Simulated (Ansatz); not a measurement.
# Ti (Ti, A15): the cost of one run

Computed with Ansatz 0.2.0 (DFT revPBE, plane waves (420 eV) with PAW, scalar-relativistic; PBE-made PAW files, unless a step says otherwise).

### 1 The structure to begin with

Symmetry: Pm-3n, No. 223, cubic system. The conventional cell has a = 5.208 Å, b = 5.208 Å, c = 5.208 Å, α = 90.00°, β = 90.00°, γ = 90.00°. Ti (site symmetry m-3) has 12 Ti at 2.91 Å as nearest neighbours. Around Ti (site symmetry -4m2) lie 6 Ti at 2.60 to 2.91 Å.

As a file:

```xyz
8
Lattice="5.2081 0.0000 0.0000 0.0000 5.2081 0.0000 0.0000 0.0000 5.2081" Properties=species:S:1:pos:R:3 pbc="T T T"
Ti    0.0000    0.0000    0.0000
Ti    2.6040    2.6040    2.6040
Ti    1.3020    0.0000    2.6040
Ti    3.9061    0.0000    2.6040
Ti    2.6040    1.3020    0.0000
Ti    2.6040    3.9061    0.0000
Ti    0.0000    2.6040    1.3020
Ti    0.0000    2.6040    3.9061
```

### 2 Geometry optimisation

File input.yaml:

```yaml
crystal:
  lattice:
    - [5.2080934678, 0.0, 0.0]
    - [0.0, 5.2080934678, 0.0]
    - [0.0, 0.0, 5.2080934678]
  atoms:
    - { symbol: Ti, position: [0.0, 0.0, 0.0] }
    - { symbol: Ti, position: [0.5, 0.5, 0.5] }
    - { symbol: Ti, position: [0.25, 0.0, 0.5] }
    - { symbol: Ti, position: [0.75, 0.0, 0.5] }
    - { symbol: Ti, position: [0.5, 0.25, 0.0] }
    - { symbol: Ti, position: [0.5, 0.75, 0.0] }
    - { symbol: Ti, position: [0.0, 0.5, 0.25] }
    - { symbol: Ti, position: [0.0, 0.5, 0.75] }
hamiltonian:
  xc: revpbe
  pseudopotentials:
    kind: paw
    azcp:
      Ti: "pseudopotentials/Ti.paw.azcp"
basis:
  ecutwfc: 420
  fft_grid_basis: typed
kpoints:
  mp_grid: { grid: [5, 5, 5], shift: [0, 0, 0] }
magnetization:
  spin_polarized: false
scf:
  occupations: { method: fermi_dirac, width: 0.1 }
relax:
  max_steps: 60
  f_tol: 0.01
  cell: {}
output:
  write_density: true
  write_potential: true
  elf: true
  volumetric_format: npy
```

Command:

```bash
$ ansatz run input.yaml --threads 4 --pin off --max-ram 8192MiB --backend cpu --events-out ev --progress --plain --runs-dir out
```

Q: Estimate wall time and peak memory on 4 threads of Arm Neoverse V2, shared host.

About 6.2 s, with a peak of 0.54 GiB.
